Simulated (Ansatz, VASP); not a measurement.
## Mg: VASP beside Ansatz

```
CELL_PARAMETERS angstrom
3.20930 0.00000 0.00000
-1.60465 2.77934 0.00000
0.00000 0.00000 5.21030
ATOMIC_POSITIONS crystal
Mg 0.67167 0.33858 0.75431
Mg 0.33659 0.68100 0.24316
```

Change from the starting cell: atoms moved at random, drawn with an rms of 0.05 Å.

Alike in both runs: task single point; functional PBE; k mesh 10 × 10 × 5; occupations fermi-dirac, width 0.05 eV; no spin polarisation.

```csv
,VASP,Ansatz
version,VASP 6.6.1,Ansatz 0.2.0
potentials or method,"VASP PAW PBE potentials, release 64 (Mg)",Ansatz PAW
plane-wave cutoff (eV),520,420
valence electrons in the cell,4,20
```

Ansatz gave:

* gap on the k mesh at the Fermi level (eV): none
* pressure (GPa): -0.3
* largest component of the traceless stress (GPa): 0.80
* rms of the force components (eV/Å): 0.090

Estimate VASP's values.

gap on the k mesh at the Fermi level (eV): none; pressure (GPa): -0.4; largest component of the traceless stress (GPa): 0.80; rms of the force components (eV/Å): 0.090.

Atom by atom the forces differ by 0.000 eV/Å (rms over components). A gap of «none» marks a metal or a gap that the smearing closes. The functional is the same, so the differences come from potentials, cutoffs and numerics. The two sets of potentials don't hold the same shells in valence.
